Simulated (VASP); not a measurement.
**SiC: relaxation of cell and atoms with RPBE+D4**

The system is SiC.

```
Si C
1.0
     3.07569    0.00000    0.00000
    -1.53785    2.66363    0.00000
     0.00000    0.00000   10.07065
Si C
4 4
Direct
  0.00000 0.00000 0.18789
  0.00000 0.00000 0.68789
  0.33333 0.66667 0.43784
  0.66667 0.33333 0.93784
  0.00000 0.00000 0.00046
  0.00000 0.00000 0.50046
  0.33333 0.66667 0.24980
  0.66667 0.33333 0.74980
```

The cell is a database's computed one.

```json
{"Program": "VASP 6.6.1", "Task": "relaxation of cell and atoms", "Functional": "RPBE", "Dispersion": "D4", "Potentials or basis": "VASP PAW PBE potentials, release 64 (Si, C)", "Cutoff": "600 eV", "k mesh": "10 × 10 × 3", "Occupations": "fermi-dirac, width 0.05 eV", "Spin": "no spin polarisation", "Further INCAR settings": "ALGO = Normal; EDIFF = 1e-06; IBRION = 2; EDIFFG = -0.01; NSW = 40; ISIF = 3"}
```

The relaxed volume is 10.14 Å³/atom. The relaxed cell is a = 3.059 Å, b = 3.059 Å, c = 10.015 Å, α = 90.00°, β = 90.00°, γ = 120.00°, the space group after relaxing (to 0.05 Å) is P6_3mc (No. 186) and the energy gained by relaxing is 1.9 meV/atom. The ionic steps are 3 and the pressure after relaxing is 0.0 GPa. The largest force after relaxing is 0.006 eV/Å and the band gap on the k mesh is 2.24 eV, indirect (least direct gap 3.36 eV). The dispersion energy per atom is -0.727 eV.

Forces on the atoms (eV/Å):
```
Si   0.000  0.000  0.003
Si   0.000  0.000  0.003
Si   0.000  0.000 -0.006
Si   0.000  0.000 -0.006
C    0.000  0.000  0.001
C    0.000  0.000  0.001
C    0.000  0.000  0.002
C    0.000  0.000  0.002
```

Step by step:
```
step  energy change (eV)  largest force (eV/Å)  pressure (GPa)  volume (Å³)
   1              0.0000                0.0045           -3.56        82.50
   2              0.0010                0.0110            3.91        79.79
   3             -0.0153                0.0056            0.00        81.15
```

Final structure:
```yaml
crystal:
  lattice:
    - [3.05888, 0.00000, 0.00000]
    - [-1.52944, 2.64906, 0.00000]
    - [0.00000, 0.00000, 10.01515]
  atoms:
    - { symbol: Si, position: [0.00000, 0.00000, 0.18790] }
    - { symbol: Si, position: [0.00000, 0.00000, 0.68790] }
    - { symbol: Si, position: [0.33333, 0.66667, 0.43784] }
    - { symbol: Si, position: [0.66667, 0.33333, 0.93784] }
    - { symbol: C, position: [0.00000, 0.00000, 0.00046] }
    - { symbol: C, position: [0.00000, 0.00000, 0.50046] }
    - { symbol: C, position: [0.33333, 0.66667, 0.24979] }
    - { symbol: C, position: [0.66667, 0.33333, 0.74979] }
```

Levels at points of the mesh, in eV from the valence-band top:
| k point | band 13 | band 14 | band 15 | band 16 | band 17 | band 18 | band 19 | band 20 |
| --- | --- | --- | --- | --- | --- | --- | --- | --- |
| (0.00, 0.00, 0.00) | -0.58 | -0.05 | 0.00 | 0.00 | 5.30 | 5.88 | 6.53 | 6.54 |
| (0.50, 0.00, 0.00) | -2.37 | -2.23 | -1.58 | -1.12 | 2.24 | 2.39 | 4.32 | 4.91 |

It took 80 s on 1 thread of Intel(R) Xeon(R) 6975P-C (Granite Rapids), with other jobs on the host, peak memory 0.26 GiB.

Caveat: the PAW data sets were made with another functional, which shifts forces and pressure a little; an odd mesh through Γ misses points on the zone boundary, where band edges often lie.
